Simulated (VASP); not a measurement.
NiO:

```
CELL_PARAMETERS angstrom
0.00000 2.08590 2.08590
2.08590 0.00000 2.08590
2.08590 2.08590 0.00000
ATOMIC_POSITIONS crystal
Ni 0.00000 0.00000 0.00000
O 0.50000 0.50000 0.50000
```

- Program: VASP 6.6.1
- Task: relaxation of cell and atoms
- Functional: PBE
- Potentials or basis: VASP PAW PBE potentials, release 54 (Ni, O)
- Cutoff: 600 eV
- k mesh: 11 × 11 × 11
- Occupations: fermi-dirac, width 0.05 eV
- Spin: collinear spin, ferromagnetic start
- Starting moments: [1.0, 0.0] μB

At the start: pressure 4.9 GPa; volume 9.08 Å³/atom.

Question: How do energy, volume and symmetry change on relaxing?

Answer: Over 3 steps the energy falls by 4.0 meV/atom and the volume is 9.34 Å³/atom (+2.9 %); space group Fm-3m (No. 225, to 0.05 Å); moment 1.77 μB per cell.

Step by step:
| step | energy change (eV) | largest force (eV/Å) | pressure (GPa) | volume (Å³) |
| --- | --- | --- | --- | --- |
| 1 | 0.0000 | 0.0000 | 4.87 | 18.15 |
| 2 | -0.0069 | 0.0000 | -1.80 | 18.89 |
| 3 | -0.0080 | 0.0000 | -0.01 | 18.68 |

Final structure:
```cif
data_structure
_symmetry_space_group_name_H-M 'P 1'
_symmetry_Int_Tables_number 1
_cell_length_a 2.9784
_cell_length_b 2.9784
_cell_length_c 2.9784
_cell_angle_alpha 60.000
_cell_angle_beta 60.000
_cell_angle_gamma 60.000
_cell_volume 18.68
loop_
_atom_site_label
_atom_site_type_symbol
_atom_site_fract_x
_atom_site_fract_y
_atom_site_fract_z
_atom_site_occupancy
Ni1 Ni 0.00000 0.00000 0.00000 1
O1 O 0.50000 0.50000 0.50000 1
```

Caveat: a cell with one magnetic atom can't hold antiferromagnetic order, which such compounds often take.
